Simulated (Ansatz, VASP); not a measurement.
**Two plane-wave programs on V**

Contents of INCAR:

```
SYSTEM = V
ALGO = Normal ; EDIFF = 1E-7
EDIFFG = -0.05 ; ENCUT = 600
IBRION = 2 ; ISIF = 3
ISMEAR = 0 ; LASPH = .TRUE.
LCHARG = .FALSE. ; LREAL = .FALSE.
LWAVE = .FALSE. ; NELM = 100
NSW = 100 ; PREC = Accurate
SIGMA = 0.1
```

KPOINTS

```
k-points
0
G
  10 10 10
  0 0 0
```

Contents of POSCAR:

```
V
1.0
   -1.5129450000      1.5129450000      1.5129450000
    1.5129450000     -1.5129450000      1.5129450000
    1.5129450000      1.5129450000     -1.5129450000
V
1
Direct
    0.0000000000      0.0000000000      0.0000000000
```

Input for Ansatz:

```yaml
crystal:
  lattice:
    - [-1.512945, 1.512945, 1.512945]
    - [1.512945, -1.512945, 1.512945]
    - [1.512945, 1.512945, -1.512945]
  atoms:
    - { symbol: V, position: [0.0, 0.0, 0.0] }
basis:
  ecutwfc: 420
kpoints:
  mp_grid: { grid: [10, 10, 10] }
hamiltonian:
  xc: lda
  pseudopotentials: { kind: paw, azcp: { folder: soft_1 } }
scf:
  occupations: { method: gaussian, width: 0.1 }
output:
  forces: true
  stress: true
  eigenvalues: true
relax:
  adjacent_minimum: "off"
  f_tol: 0.05
  max_steps: 80
  cell: { stress_tol: 0.5 }
```

Alike in both runs: task relaxation of cell and atoms; functional LDA; k mesh 10 × 10 × 10; occupations gaussian, width 0.1 eV; no spin polarisation.

|  | VASP | Ansatz |
| --- | --- | --- |
| version | VASP 6.6.1 | Ansatz 0.2.0 |
| potentials or method | VASP PAW LDA potentials, release 64 (V_sv) | scalar-relativistic, plane waves, PAW |
| plane-wave cutoff (eV) | 600 | 420 |
| valence electrons in the cell | 13 | 13 |

|  | VASP | Ansatz | Ansatz less VASP |
| --- | --- | --- | --- |
| gap on the k mesh at the Fermi level, each at its own relaxed structure (eV) | none | none | - |
| relaxed volume (Å³/atom) | 12.66 | 12.63 | -0.024 |
| relaxed cell length with the largest relative difference (Å) | 2.543 | 2.541 | -0.0016 |
| energy change over the relaxation (meV/atom) | -66 | -69 | -2.5 |

A gap of «none» marks a metal or a gap that the smearing closes. Ansatz warned: «pseudo_functional_mismatch».

 LDA usually gives volumes a few per cent too small. Zero-point motion and thermal expansion aren't in these numbers.
